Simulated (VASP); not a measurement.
# ZrB2 (P6/mmm) in VASP: a series of runs, part 2 of 2

VASP 6.6.1. The steps go on from the part before.

### Step 3. Single point, PBEsol (volume 9.672 Å^3 an atom, c/a of the conventional cell 1.2549)

INCAR reads:

```
SYSTEM = ZrB2
ALGO = Normal ; EDIFF = 1E-6
ENCUT = 520 ; GGA = PS
ISIF = 2 ; ISMEAR = 0
LASPH = .True. ; LCHARG = .False.
LREAL = .False. ; LWAVE = .False.
NBANDS = 16 ; NELM = 60
PREC = Accurate ; SIGMA = 0.15
```

KPOINTS reads:

```
k-points
0
Gamma
  18 18 12
  0 0 0
```

POSCAR reads:

```
ZrB2
1.0
    2.9888165808      0.0000000000      0.0000000000
   -1.4944082904      2.5883910862      0.0000000000
    0.0000000000      0.0000000000      3.7506659273
Zr B
1 2
Direct
    0.0000000000      0.0000000000      0.0000000000
    0.3333333333      0.6666666667      0.5000000000
    0.6666666667      0.3333333333      0.5000000000
```

Potentials or basis: VASP PAW PBE potentials, release 64 (Zr_sv, B).

Launch:

```
cat potpaw_PBE.64/Zr_sv/POTCAR potpaw_PBE.64/B/POTCAR > POTCAR
mpirun -np 1 vasp_std > vasp.out
```

OUTCAR:

```text
SYSTEM = ZrB2
   EDIFF = 1E-6
   ENCUT = 520
   GGA = PS
   ISIF = 2
   ISMEAR = 0
   LASPH = .True.
   LREAL = .False.
   NELM = 60
   PREC = Accurate

 ion  position               nearest neighbor table
   1  0.000  0.000  0.000-   2 2.55   3 2.55   2 2.55   3 2.55   2 2.55   2 2.55   3 2.55   3 2.55
                             3 2.55   3 2.55   2 2.55   2 2.55
   2  0.333  0.667  0.500-   3 1.73   3 1.73   3 1.73   1 2.55   1 2.55   1 2.55   1 2.55   1 2.55
                             1 2.55
   3  0.667  0.333  0.500-   2 1.73   2 1.73   2 1.73   1 2.55   1 2.55   1 2.55   1 2.55   1 2.55
                             1 2.55

  LATTYP: Found a hexagonal cell.
 ALAT       =     2.9888165808
 C/A-ratio  =     1.2549000000

  Lattice vectors:

 A1 = (   2.9888165808,   0.0000000000,   0.0000000000)
 A2 = (  -1.4944082904,   2.5883910862,   0.0000000000)
 A3 = (   0.0000000000,   0.0000000000,   3.7506659273)

Analysis of symmetry for initial positions (statically):
=====================================================================
 Subroutine PRICEL returns:
 Original cell was already a primitive cell.

 Routine SETGRP: Setting up the symmetry group for a
 hexagonal supercell.

 Subroutine GETGRP returns: Found 24 space group operations
 (whereof 24 operations were pure point group operations)
 out of a pool of 24 trial point group operations.

The static configuration has the point symmetry D_6h.

Analysis of symmetry for dynamics (positions and initial velocities):
=====================================================================
 Subroutine PRICEL returns:
 Original cell was already a primitive cell.

 Routine SETGRP: Setting up the symmetry group for a
 hexagonal supercell.

 Subroutine GETGRP returns: Found 24 space group operations
 (whereof 24 operations were pure point group operations)
 out of a pool of 24 trial point group operations.

The dynamic configuration has the point symmetry D_6h.

 Subroutine INISYM returns: Found 24 space group operations
 (whereof 24 operations are pure point group operations),
 and found     1 'primitive' translations

----------------------------------------------------------------------------------------

                                     Primitive cell

  volume of cell :      29.0160

  direct lattice vectors                    reciprocal lattice vectors
     2.988816581  0.000000000  0.000000000     0.334580585  0.193170191  0.000000000
    -1.494408290  2.588391086  0.000000000     0.000000000  0.386340382  0.000000000
     0.000000000  0.000000000  3.750665927     0.000000000  0.000000000  0.266619320

  length of vectors
     2.988816581  2.988816581  3.750665927     0.386340382  0.386340382  0.266619320

  position of ions in fractional coordinates (direct lattice)
     0.000000000  0.000000000  0.000000000
     0.333333333  0.666666667  0.500000000
     0.666666667  0.333333333  0.500000000

  ion indices of the primitive-cell ions
   primitive index   ion index
                 1           1
                 2           2
                 3           3

----------------------------------------------------------------------------------------

 KPOINTS: k-points

Automatic generation of k-mesh.
 Grid dimensions read from file:
[... 24 lines left out ...]
  0.111111  0.000000  0.000000      6.000000
  0.166667 -0.000000  0.000000      6.000000
  0.222222 -0.000000  0.000000      6.000000
  0.277778 -0.000000  0.000000      6.000000
[... 16 lines left out ...]
  0.333333  0.111111  0.000000     12.000000
  0.388889  0.111111  0.000000     12.000000
 [... further k-points ...]
   k-points           NKPTS =    259   k-points in BZ     NKDIM =    259   number of bands    NBANDS=     16
   number of dos      NEDOS =    301   number of ions     NIONS =      3
   total plane-waves  NPLWV =  16128
   dimension x,y,z NGX =    24 NGY =   24 NGZ =   28
   dimension x,y,z NGXF=    48 NGYF=   48 NGZF=   56
   ions per type =               1   2
   NGX,Y,Z   is equivalent  to a cutoff of  13.35, 13.35, 12.41 a.u.
   NGXF,Y,Z  is equivalent  to a cutoff of  26.70, 26.70, 24.82 a.u.
 SYSTEM =  ZrB2
   PREC   = accura    normal or accurate (medium, high low for compatibility)
   ISTART =      0    job   : 0-new  1-cont  2-samecut
   ICHARG =      2    charge: 1-file 2-atom 10-const
   ISPIN  =      1    spin polarized calculation?
   LNONCOLLINEAR =      F non collinear calculations
   LSORBIT =      F    spin-orbit coupling
   LASPH  =      T    aspherical Exc in radial PAW
   ENCUT  =  520.0 eV  38.22 Ry    6.18 a.u.   5.56  5.56  6.97*2*pi/ulx,y,z
   NELM   =     60;   NELMIN=  2; NELMDL= -5     # of ELM steps
   EDIFF  = 0.1E-05   stopping-criterion for ELM
   LREAL  =      F    real-space projection
   EDIFFG = 0.1E-04   stopping-criterion for IOM
   NSW    =      0    number of steps for IOM
   IBRION =     -1    ionic relax: 0-MD 1-quasi-New 2-CG
   NFREE  =      0    steps in history (QN), initial steepest desc. (CG)
   ISIF   =      2    stress and relaxation
   ISYM   =      2    0-nonsym 1-usesym 2-fastsym
   POTIM  = 0.5000    time-step for ionic-motion
   TEBEG  =    0.0;   TEEND  =   0.0 temperature during run
   PSTRESS=    0.0 pullay stress
   NELECT =      18.0000    total number of electrons
   NUPDOWN=      -1.0000    fix difference up-down
   EMIN   =  10.00;   EMAX   =-10.00  energy-range for DOS
   EFERMI =   0.00;   METHOD = LEGACY
   ISMEAR =     0;   SIGMA  =   0.15  broadening in eV -4-tet -1-fermi 0-gaus
   EFERMI_NEDOS =   21; number of points for ismear=-14 and -15
   IALGO  =     38    algorithm
   IMIX   =      4    mixing-type and parameters
     AMIX     =   0.40;   BMIX     =  1.00
     AMIX_MAG =   1.60;   BMIX_MAG =  1.00
  volume/ion in A,a.u.               =       9.67        65.27
  Fermi-wavevector in a.u.,A,eV,Ry     =   1.396218  2.638469 26.523523  1.949424
  Thomas-Fermi vector in A             =   2.519593
   LORBIT       =      0    0 simple, 1 ext, 2 COOP (PROOUT), +10 PAW based schemes
   GGA     = PS    functional components
   LHFCALC =     F    Hartree Fock is set to
   AEXX    =    0.0000 exact exchange contribution
   IVDW    =     0    specifies the selected vdW correction
   LEPSILON=     F    determine dielectric tensor
   LRPA    =     F    only Hartree local field effects (RPA)
 non-spin polarized calculation
 Gauss-broadening in eV      SIGMA  =   0.15
  energy-cutoff  :      520.00
  volume of cell :       29.02
 maximum number of plane-waves:       806
 NGX is ok and might be reduce to    24
   NGX = 11   NGY = 11   NGZ = 13

 number of electron      18.0000000 magnetization

 Free energy of the ion-electron system (eV)
  ---------------------------------------------------
  ext. energy  EPLUGINS =         0.00000000
  ---------------------------------------------------
  free energy    TOTEN  =       -26.01599632 eV

  energy without entropy =      -26.01405178  energy(sigma->0) =      -26.01502405

 E-fermi :  10.9084     XC(G=0): -12.7940

 val. band max:       10.7540381988   @ k =   0.2222   0.2222   0.0000
 cond. band min:      10.9271166188   @ k =   0.3889   0.2222   0.0000
 fundamental gap:      0.1730784200
 Fermi energy:        10.9084316737

 k-point     1 :       0.0000    0.0000    0.0000
  band No.  band energies     occupation
      1     -37.5133      2.00000
      2     -15.8151      2.00000
      3     -14.8793      2.00000
      4     -14.8793      2.00000
      5      -2.0492      2.00000
      6       7.8847      2.00000
[... 433 lines left out ...]
      3     -15.5118      2.00000
      4     -15.3260      2.00000
      5       1.6165      2.00000
      6       3.3430      2.00000
[... 8 lines left out ...]
     15      20.8680      0.00000
     16      20.9425      0.00000

 [... further k-points ...]

------------------------ aborting loop because EDIFF is reached ----------------------------------------

  FORCE on cell =-STRESS in cart. coord.  units (eV):
  Direction    XX          YY          ZZ          XY          YZ          ZX
  --------------------------------------------------------------------------------------
  -------------------------------------------------------------------------------------
  Total        5.3770612      5.3770612     -2.9250981      0.0000000     -0.0000000      0.0000000
  in kB      296.9053496    296.9053496   -161.5152280      0.0000000     -0.0000000      0.0000000
  external PRESSURE =     144.0984904 kB  Pullay stress =       0.0000000 kB

 VOLUME and BASIS-vectors are now :
 -----------------------------------------------------------------------------
  energy-cutoff  :      520.00
  volume of cell :       29.02
      direct lattice vectors                 reciprocal lattice vectors
     2.988816581  0.000000000  0.000000000     0.334580585  0.193170191  0.000000000
    -1.494408290  2.588391086  0.000000000     0.000000000  0.386340382  0.000000000
     0.000000000  0.000000000  3.750665927     0.000000000  0.000000000  0.266619320

 POSITION                                       TOTAL-FORCE (eV/Angst)
 -----------------------------------------------------------------------------------
      0.00000      0.00000      0.00000         0.000000      0.000000      0.000000
     -0.00000      1.72559      1.87533        -0.000000      0.000000      0.000000
      1.49441      0.86280      1.87533         0.000000     -0.000000      0.000000
 -----------------------------------------------------------------------------------
    total drift:                               -0.000000      0.000000      0.000000

  FREE ENERGIE OF THE ION-ELECTRON SYSTEM (eV)
  ---------------------------------------------------
  free  energy   TOTEN  =       -26.0159963212 eV

  energy  without entropy=      -26.0140517829  energy(sigma->0) =      -26.01502405
```

Wall time 1.7 min (1 thread of Intel Xeon Platinum 8488C (Sapphire Rapids), shared host); peak memory 0.23 GiB.

What came out:

```yaml
Free_energy: -26.0160 eV
Pressure: 14.4 GPa
Band_gap_on_the_k_mesh: none (metal or under the smearing width)
```

Stress tensor (GPa, compression positive):
```
 29.69   0.00   0.00
  0.00  29.69   0.00
  0.00   0.00 -16.15
```

Caveat: the PAW data sets were made with another functional, which shifts forces and pressure a little.
